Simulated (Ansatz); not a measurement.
**SiO2: what a change does to the field gradients**

Base: a computed structure from the Materials Project (it need not be an observed phase), its atoms then relaxed with PBE in this cell.

```
CELL_PARAMETERS angstrom
6.79850 3.92512 4.94532
-6.79850 3.92512 4.94532
0.00000 -7.85023 4.94532
ATOMIC_POSITIONS crystal
Si 0.33428 0.10542 0.87524
Si 0.10542 0.87524 0.33428
Si 0.87524 0.33428 0.10542
Si 0.12476 0.89458 0.66572
Si 0.89458 0.66572 0.12476
Si 0.66572 0.12476 0.89458
Si 0.66572 0.89458 0.12476
Si 0.89458 0.12476 0.66572
Si 0.12476 0.66572 0.89458
Si 0.87524 0.10542 0.33428
Si 0.10542 0.33428 0.87524
Si 0.33428 0.87524 0.10542
O 0.26312 0.00000 0.73688
O 0.00000 0.73688 0.26312
O 0.73688 0.26312 0.00000
O 0.73688 0.00000 0.26312
O 0.00000 0.26312 0.73688
O 0.26312 0.73688 0.00000
O 0.67448 0.97614 0.97614
O 0.97614 0.97614 0.67448
O 0.97614 0.67448 0.97614
O 0.02386 0.02386 0.32552
O 0.02386 0.32552 0.02386
O 0.32552 0.02386 0.02386
O 0.25181 0.89332 0.25181
O 0.25181 0.25181 0.89332
O 0.89332 0.25181 0.25181
O 0.10668 0.74819 0.74819
O 0.74819 0.10668 0.74819
O 0.74819 0.74819 0.10668
O 0.50000 0.84697 0.15303
O 0.15303 0.50000 0.84697
O 0.84697 0.15303 0.50000
O 0.50000 0.15303 0.84697
O 0.84697 0.50000 0.15303
O 0.15303 0.84697 0.50000
```

Atom numbers follow the list; atoms alike are taken as one site, whose name carries the number of the first.

The numbers come from a DFT calculation in Ansatz (PBE, plane waves and PAW, scalar-relativistic, 420 eV cutoff, Γ-centred 3×3×3 k-points, Fermi–Dirac smearing 0.02 eV).

**Question.** Variant: z stretched by 2 %, ions relaxed. What happens to the gradients (10²¹ V/m²)?

**Answer.** 

```tsv
site	atoms	V_zz base	η base	V_zz variant	η variant
Si	1, 2, 3, 4, 5, …	0.85	0.90	0.87	0.92
O13	13, 14, 15, 16, 17, …	9.43	0.16	9.46	0.21
O19	19, 20, 21, 22, 23, …	9.44	0.09	9.66	0.10
O25	25, 26, 27, 28, 29, …	9.59	0.18	9.97	0.14
O31	31, 32, 33, 34, 35, …	9.29	0.24	9.84	0.16
```

The largest change of V_zz is on O31, from 9.29 to 9.84. In per cent, |V_zz| changes by +2 on Si, 0 to +6 on O (all sites that start above 0.5).
